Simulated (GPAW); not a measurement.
# free-standing square Cr monolayer, spacing 2.867 A: parallel, opposed and spinless runs, part 2 of 2

A self-consistent run ends on one state, which hangs on the start. Several orders of free-standing square Cr monolayer, spacing 2.867 A are started in GPAW and their energies compared.

GPAW 26.7.0; PBE; plane waves with GPAW's PAW setups, scalar-relativistic.

So far, largest spin moment in the augmentation sphere (μB): step 2 (order 1, typed as ferro +) 3.87; step 3 (run 2 (antiferro q=(0,1/2,0) +-)) 3.77; step 4 (run 3 (antiferro q=(1/2,1/2,0) +-)) 3.65.

### Step 6. An attempt with other settings

A slip in the input shows what the program catches and what it lets pass.

run.py

```python
import json
import numpy as np
from ase import Atoms
from ase.parallel import paropen, parprint
from gpaw import GPAW

atoms = Atoms(['Cr'],
    cell=[[2.867, 0.0, 0.0],
         [0.0, 2.867, 0.0],
         [0.0, 0.0, 14.0]],
    scaled_positions=[[0.0, 0.0, 0.5]],
    pbc=True,
    magmoms=[2.5])
atoms.calc = GPAW(mode={'name': 'pw', 'ecut': 550},
    xc='PBE',
    kpts={'size': (1, 1, 1), 'gamma': True},
    occupations={'name': 'fermi-dirac', 'width': 0.05},
    convergence={'density': 1e-06, 'energy': 1e-05},
    maxiter=60,
    mixer={'name': 'pulay', 'beta': 0.05, 'nmaxold': 6, 'weight': 100},
    symmetry={'tolerance': 1e-4},
    txt='run.txt')
e = atoms.get_potential_energy(force_consistent=True)
res = {'free_energy': e, 'energy_sigma0': atoms.get_potential_energy(), 'fermi_energy': atoms.calc.get_fermi_level()}
res['moments'] = atoms.get_magnetic_moments().tolist()
res['total'] = atoms.get_magnetic_moment()
parprint('site moments (muB):', np.round(res['moments'], 3))
parprint(f"total moment: {res['total']:.3f} muB")
parprint(f'free energy: {e:.6f} eV')
atoms.calc.write('run.gpw')
with paropen('results.json', 'w') as f:
    json.dump(res, f)
```

Command:

```bash
OMP_NUM_THREADS=1 python3 run.py > run.log
```

Log:

```text
site moments (muB): [3.465]
total moment: 4.000 muB
free energy: -10.768060 eV

--- run.txt ---
Input parameters:
  mode=PW(ecut=550),
  convergence={'density': 1e-06, 'energy': 1e-05},
  kpts=MonkhorstPack(size=(1, 1, 1), gamma=True),
  maxiter=60,
  mixer=Pulay(name='pulay', nmaxold=6, beta=0.05, weight=100, sigma=0.015, g_ss=None),
  occupations=Occupations(name='fermi-dirac', width=0.05),
  symmetry=Symmetry(tolerance=0.0001),
  xc=XC(name='PBE')

Diagonalizing LCAO Hamiltonian
Converting LCAO to pw mode
   .------.
  /|      |
 * |      |
 | |      |
 | |      |
 | |      |
 | |      |
 | |      |
 | |      |
 | |      |
 Cr|      |
 | |      |
 | |      |
 | |      |
 | |      |
 | |      |
 | |      |
 | .------.
 |/      /
 *------*

Atoms  # Å, Bohr magnetons
|   | symbol |        x |        y |        z |    initial magnetic moments |
|---|--------|----------|----------|----------|-----------------------------|
| 0 |     Cr | 0.000000 | 0.000000 | 7.000000 | ( 0.0000,  0.0000,  2.5000) |

Number of symmetries: 16

BZ-sampling:
  Number of BZ points: 1
  Number of IBZ points: 1

  Monkhorst-Pack size: [1, 1, 1]
  Monkhorst-Pack shift: [0, 0, 0]

Plane wave coefficients: 1695
Cutoff: 550.0 eV

Spin-components: 2 (collinear spins)
Bands:           9
Projectors:      6
Spin-degeneracy: 1
Datatype:        float64

Parallelization:
  kpt:    1
  domain: 1
  band:   1

Density:
  Valence electrons: 6.0
  Components: 2
  Grid points: [16 16 80]
  Charge: 0.0  # |e|

Potential:
  Grid points: [16 16 80]

[... setups left out ...]
Reference energy: -28582.377450  # eV

convergence criteria:
- Maximum integral of absolute [dens]ity change: 1e-06 electrons / valence electron
- Maximum [total energy] change in last 3 cyles: 1e-05 eV / valence electron
- Maximum integral of absolute [eigenst]ate change: 4e-08 eV^2 / valence electron
maximum number of iterations: 60

SCF iterations
|iter     |      energy | eigst |  dens |  magmom |
|---------|-------------|-------|-------|---------|
|iter:   1|       0s |  -10.083848 | +0.09 |       |  +2.4961|
|iter:   2|       0s |  -10.113654 | -1.33 | -0.40 |  +2.4724|
|iter:   3|       0s |  -10.156480 | -1.18 | -0.43 |  +2.2824|
|iter:   4|       0s |  -10.237178 | -1.43 | -0.70 |  +2.1547|
|iter:   5|       0s |  -10.261772 | -1.89 | -0.71 |  +2.1195|
|iter:   6|       0s |  -10.268048 | -2.72 | -0.63 |  +2.1462|
|iter:   7|       0s |  -10.450180 | -1.73 | -0.63 |  +2.5195|
|iter:   8|       1s |  -10.495372 | -2.31 | -0.50 |  +2.6868|
|iter:   9|       1s |  -10.608561 | -1.60 | -0.53 |  +3.1278|
|iter:  10|       1s |  -10.408607 | -1.40 | -0.69 |  +2.4659|
[... 36 iterations left out ...]
|iter:  47|       6s |  -10.763339c| -8.31c| -4.79 |  +4.0000|
|iter:  48|       6s |  -10.763339c| -8.74c| -5.01 |  +4.0000|
|iter:  49|       6s |  -10.763339c| -9.19c| -5.09 |  +4.0000|
|iter:  50|       6s |  -10.763339c| -9.41c| -5.11 |  +4.0000|
|iter:  51|       7s |  -10.763339c| -9.36c| -5.19 |  +4.0000|
|iter:  52|       7s |  -10.763339c| -9.78c| -5.31 |  +4.0000|
|iter:  53|       7s |  -10.763339c| -9.97c| -5.28 |  +4.0000|
|iter:  54|       7s |  -10.763339c| -9.69c| -5.28 |  +4.0000|
|iter:  55|       7s |  -10.763338c| -9.66c| -5.44 |  +4.0000|
|iter:  56|       7s |  -10.763338c| -9.93c| -6.12c|  +4.0000|

Converged in 56 steps
Energy contributions relative to reference atoms: (reference = -28582.377450)

Energy contributions:
  Kinetic:         -18.321946
  Coulomb:           9.449293
  Zero:              0.041930
  External:          0.000000
  Xc:               -1.927894
  Entropy:          -0.009442
  Spinorbit:         0.000000
  ----------------------------
  Free energy:     -10.768060
  Extrapolated:    -10.763338

dipole moment: (-7.002011, -7.002011, 0.000076)  # |e|*Ang

Total magnetic moment: (0.000000, 0.000000, 4.000000)

Local magnetic moments
|        x |        y |        z |
|----------|----------|----------|
| 0.000000 | 0.000000 | 3.465039 |  # Cr   0

Fermi level: -3.984
Eigenvalues  # (at kpt = [0.000, 0.000, 0.000])
| band index |      eig [eV] | occ [0-1] |      eig [eV] | occ [0-1] |
|------------|---------------|-----------|---------------|-----------|
|          0 |        -6.994 |     1.000 |        -6.074 |     1.000 |
|          1 |        -6.544 |     1.000 |        -3.084 |     0.000 |
|          2 |        -4.670 |     1.000 |        -1.719 |     0.000 |
|          3 |        -4.220 |     0.991 |        -1.548 |     0.000 |
|          4 |        -4.220 |     0.991 |        -1.304 |     0.000 |
|          5 |        -3.782 |     0.018 |        -0.303 |     0.000 |
|          6 |        -2.075 |     0.000 |        -0.303 |     0.000 |
|          7 |         1.236 |     0.000 |         1.587 |     0.000 |
|          8 |         2.329 |     0.000 |         2.660 |     0.000 |

Gap: 0.438 eV
Transition (v -> c):
  (s=0, k=0, n=4, [0.00, 0.00, 0.00]) -> (s=0, k=0, n=5, [0.00, 0.00, 0.00])
No difference between direct/indirect transitions
```

The job ended after 10 s (1 MPI rank of Intel Xeon Platinum 8559C (Emerald Rapids), shared host; peak memory 0.16 GiB).

Convergence was reached, yet the input spoils the result.

The fault in the input: one k-point for a small cell.

The largest moment is 3.47 μB against 3.87 μB in the first run, and the free energy lies -4.09 eV from it.

A single point can't sample the zone of a small cell; the mesh must follow the cell's size.

### Step 7. The states side by side

These are free energies at a smearing of 0.05 eV, so its entropy term is in the differences. They are divided by the number of seeded atoms, so that cells of unlike size compare. Wavevectors q in the names are fractions of the reciprocal vectors of the first run's cell.

Orders:

| start | final state | typed order kept | energy over the lowest (meV a seeded atom) | largest site moment (μB) | net moment (μB a primitive cell) | mesh matched | CPU time (s) |
| --- | --- | --- | --- | --- | --- | --- | --- |
| ferro + | ferromagnetic | yes | 444.9 | 3.866 | 4.961 | yes | 53.94 |
| antiferro q=(0,1/2,0) +- | antiferromagnetic | yes | 111 | 3.773 | 0 | yes | 76.07 |
| antiferro q=(1/2,1/2,0) +- | antiferromagnetic | yes | 0 | 3.655 | 0 | yes | 86.73 |
| no spin polarisation | non-magnetic | - | 2057 | 0 | 0 | yes | 12.4 |

### Step 8. Summary of results

```
lowest state found                 : antiferromagnetic (typed antiferro q=(1/2,1/2,0) +-)
largest site moment                : 3.65 μB
next state                         : antiferromagnetic, 111 meV a seeded atom higher
energy gained by spin polarisation : 2057 meV a seeded atom
```

The lowest state found is antiferromagnetic, reached from the start antiferro q=(1/2,1/2,0) +-, with moments up to 3.65 μB. The next state costs 111 meV a seeded atom. Only 4 starts are shown; other collinear patterns, canted and longer-period orders are not.

[Logs and program files are shortened in this print: banners, set-up blocks, solver, clock and traceback lines can be left out without a mark of their own.]

[Logs are printed without paths, hosts, clocks, repeated set-up lines and the standing remarks that a program may print on its own settings, such as how far it seeks lower states.]

[Hosts, paths, dates, database ids (printed as entryN), source tags and the programs' standing remarks are cut or masked in the printed files.]

[Where a cell is said to come from a database of computed structures, the database is the Materials Project.]
